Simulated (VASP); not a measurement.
# SnSe2 (P-3m1) in VASP: a series of runs

The runs below take SnSe2 through single point, relaxation of cell and atoms, with PBEsol, r2SCAN.

All numbers are computed with VASP 6.6.1; they aren't measurements. Logs are shortened: lines on timing, memory, paths and dates and some standing lists are left out, and cuts for length are marked.

### 1 Starting point

It takes space group P-3m1 (No. 164, trigonal). Conventional cell: a = 3.827 Å, b = 3.827 Å, c = 6.215 Å, α = 90.00°, β = 90.00°, γ = 120.00°. Around Sn (site symmetry -3m) lie 6 Se at 2.72 Å. Se (site symmetry 3m) is surrounded by 3 Sn at 2.72 Å.

### 2 Single point, PBEsol

Contents of INCAR:

```
SYSTEM = SnSe2
PREC = Accurate
ENCUT = 520
EDIFF = 1E-7
ISMEAR = 0
SIGMA = 0.1491
LREAL = .FALSE.
LASPH = .TRUE.
NELM = 100
ALGO = Normal
ISIF = 2
LWAVE = .FALSE.
LCHARG = .FALSE.
GGA = PS
NBANDS = 20
```

Contents of KPOINTS:

```
Automatic mesh
0
G
  5 5 3
  0 0 0
```

Contents of POSCAR:

```
SnSe2
1.0
    3.8265219235      0.0000000000      0.0000000000
   -1.9132609618      3.3138651939      0.0000000000
    0.0000000000      0.0000000000      6.2146897617
Sn Se
1 2
Direct
    0.0000000000      0.0000000000      0.0000000000
    0.3333333333      0.6666666667      0.2540565839
    0.6666666667      0.3333333333      0.7459434161
```

Potentials or basis: VASP PAW PBE potentials, release 64 (Sn_d, Se).

Command:

```
> cat potpaw_PBE.64/Sn_d/POTCAR potpaw_PBE.64/Se/POTCAR > POTCAR
> mpirun -np 1 vasp_std > vasp.out
```

OUTCAR:

```text
SYSTEM = SnSe2
   PREC = Accurate
   ENCUT = 520
   EDIFF = 1E-7
   ISMEAR = 0
   LREAL = .FALSE.
   LASPH = .TRUE.
   NELM = 100
   ISIF = 2
   GGA = PS

 ion  position               nearest neighbor table
   1  0.000  0.000  0.000-   2 2.72   3 2.72   3 2.72   2 2.72   3 2.72   2 2.72
   2  0.333  0.667  0.254-   1 2.72   1 2.72   1 2.72
   3  0.667  0.333  0.746-   1 2.72   1 2.72   1 2.72

  LATTYP: Found a hexagonal cell.
 ALAT       =     3.8265219235
 C/A-ratio  =     1.6241092789

  Lattice vectors:

 A1 = (   3.8265219235,   0.0000000000,   0.0000000000)
 A2 = (  -1.9132609618,   3.3138651939,   0.0000000000)
 A3 = (   0.0000000000,   0.0000000000,   6.2146897617)

Analysis of symmetry for initial positions (statically):
=====================================================================
 Subroutine PRICEL returns:
 Original cell was already a primitive cell.

 Routine SETGRP: Setting up the symmetry group for a
 hexagonal supercell.

 Subroutine GETGRP returns: Found 12 space group operations
 (whereof 12 operations were pure point group operations)
 out of a pool of 24 trial point group operations.

The static configuration has the point symmetry D_3d.

Analysis of symmetry for dynamics (positions and initial velocities):
=====================================================================
 Subroutine PRICEL returns:
 Original cell was already a primitive cell.

 Routine SETGRP: Setting up the symmetry group for a
 hexagonal supercell.

 Subroutine GETGRP returns: Found 12 space group operations
 (whereof 12 operations were pure point group operations)
 out of a pool of 24 trial point group operations.

The dynamic configuration has the point symmetry D_3d.

 Subroutine INISYM returns: Found 12 space group operations
 (whereof 12 operations are pure point group operations),
 and found     1 'primitive' translations

----------------------------------------------------------------------------------------

                                     Primitive cell

  volume of cell :      78.8059

  direct lattice vectors                    reciprocal lattice vectors
     3.826521924  0.000000000  0.000000000     0.261333927  0.150881213  0.000000000
    -1.913260962  3.313865194  0.000000000     0.000000000  0.301762426  0.000000000
     0.000000000  0.000000000  6.214689762     0.000000000  0.000000000  0.160909078

  length of vectors
[... 70 lines left out ...]
   NELM   =    100;   NELMIN=  2; NELMDL= -5     # of ELM steps
   EDIFF  = 0.1E-06   stopping-criterion for ELM
   LREAL  =      F    real-space projection
   EDIFFG = 0.1E-05   stopping-criterion for IOM
   NSW    =      0    number of steps for IOM
   IBRION =     -1    ionic relax: 0-MD 1-quasi-New 2-CG
   NFREE  =      0    steps in history (QN), initial steepest desc. (CG)
   ISIF   =      2    stress and relaxation
   ISYM   =      2    0-nonsym 1-usesym 2-fastsym
   POTIM  = 0.5000    time-step for ionic-motion
   TEBEG  =    0.0;   TEEND  =   0.0 temperature during run
   PSTRESS=    0.0 pullay stress
   NELECT =      26.0000    total number of electrons
   NUPDOWN=      -1.0000    fix difference up-down
   EMIN   =  10.00;   EMAX   =-10.00  energy-range for DOS
   EFERMI =   0.00;   METHOD = LEGACY
   ISMEAR =     0;   SIGMA  =   0.15  broadening in eV -4-tet -1-fermi 0-gaus
   EFERMI_NEDOS =   21; number of points for ismear=-14 and -15
   IALGO  =     38    algorithm
   IMIX   =      4    mixing-type and parameters
     AMIX     =   0.40;   BMIX     =  1.00
     AMIX_MAG =   1.60;   BMIX_MAG =  1.00
  volume/ion in A,a.u.               =      26.27       177.27
  Fermi-wavevector in a.u.,A,eV,Ry     =   1.131218  2.137693 17.410763  1.279655
  Thomas-Fermi vector in A             =   2.267917
   LORBIT       =      0    0 simple, 1 ext, 2 COOP (PROOUT), +10 PAW based schemes
   GGA     = PS    functional components
   LHFCALC =     F    Hartree Fock is set to
   AEXX    =    0.0000 exact exchange contribution
   IVDW    =     0    specifies the selected vdW correction
   LEPSILON=     F    determine dielectric tensor
   LRPA    =     F    only Hartree local field effects (RPA)
 non-spin polarized calculation
 Gauss-broadening in eV      SIGMA  =   0.15
  energy-cutoff  :      520.00
  volume of cell :       78.81
 maximum number of plane-waves:      2132
   NGX = 15   NGY = 15   NGZ = 23

 number of electron      26.0000000 magnetization

 Free energy of the ion-electron system (eV)
  ---------------------------------------------------
  ext. energy  EPLUGINS =         0.00000000
  ---------------------------------------------------
  free energy    TOTEN  =       -12.94036481 eV

  energy without entropy =      -12.94025426  energy(sigma->0) =      -12.94030954

 E-fermi :   4.1350     XC(G=0):  -9.5639

 val. band max:        3.8051961497   @ k =   0.2000  -0.0000   0.0000
 cond. band min:       4.4622190609   @ k =   0.0000   0.4000   0.3333
 fundamental gap:      0.6570229112
 Fermi energy:         4.1350380588

 k-point     1 :       0.0000    0.0000    0.0000
  band No.  band energies     occupation
      1     -17.2848      2.00000
      2     -17.2848      2.00000
      3     -17.2506      2.00000
      4     -17.2372      2.00000
      5     -17.2372      2.00000
      6      -9.9422      2.00000
[... 265 lines left out ...]
     19      12.4914      0.00000
     20      13.8193      0.00000

------------------------ aborting loop because EDIFF is reached ----------------------------------------

  FORCE on cell =-STRESS in cart. coord.  units (eV):
  Direction    XX          YY          ZZ          XY          YZ          ZX
  --------------------------------------------------------------------------------------
  -------------------------------------------------------------------------------------
  Total        0.0438483      0.0438483      0.0646477     -0.0000000      0.0000000      0.0000000
  in kB        0.8914666      0.8914666      1.3143320     -0.0000000      0.0000000      0.0000000
  external PRESSURE =       1.0324217 kB  Pullay stress =       0.0000000 kB

 VOLUME and BASIS-vectors are now :
 -----------------------------------------------------------------------------
  energy-cutoff  :      520.00
  volume of cell :       78.81
      direct lattice vectors                 reciprocal lattice vectors
     3.826521924  0.000000000  0.000000000     0.261333927  0.150881213  0.000000000
    -1.913260962  3.313865194  0.000000000     0.000000000  0.301762426  0.000000000
     0.000000000  0.000000000  6.214689762     0.000000000  0.000000000  0.160909078

 POSITION                                       TOTAL-FORCE (eV/Angst)
 -----------------------------------------------------------------------------------
      0.00000      0.00000      0.00000        -0.000000      0.000000      0.000000
     -0.00000      2.20924      1.57888         0.000000     -0.000000      0.017997
      1.91326      1.10462      4.63581        -0.000000      0.000000     -0.017997
 -----------------------------------------------------------------------------------
    total drift:                                0.000000      0.000000      0.000000

  FREE ENERGIE OF THE ION-ELECTRON SYSTEM (eV)
  ---------------------------------------------------
  free  energy   TOTEN  =       -12.9403648128 eV

  energy  without entropy=      -12.9402542646  energy(sigma->0) =      -12.94030954
```

Run time: 13 s. Hardware: 1 thread of Intel Xeon 6975P-C (Granite Rapids), shared host; peak memory 0.18 GiB.

Results:

```yaml
Free_energy: -12.9404 eV
Pressure: 0.1 GPa
Largest_force: 0.018 eV/Å
Band_gap_on_the_k_mesh: 0.66 eV, indirect (least direct gap 1.01 eV)
```

Forces in eV/Å, atoms in the order of the input:
```
Sn   0.000  0.000  0.000
Se   0.000  0.000  0.018
Se   0.000  0.000 -0.018
```

Levels at points of the mesh, in eV from the valence-band top:
```tsv
k point	band 10	band 11	band 12	band 13	band 14	band 15	band 16	band 17
(0.00, 0.00, 0.00)	-0.52	-0.25	-0.25	-0.06	0.94	3.00	4.63	4.63
```

Caveat: the PAW data sets were made with another functional, which shifts forces and pressure a little; spin-orbit coupling is left out, which moves the levels of the heavy elements; an odd mesh through Γ misses points on the zone boundary, where band edges often lie; this functional lacks dispersion, which binds the layers, so the pressure and a relaxed spacing across them are unreliable.

(Continued in part 2 of 3.)
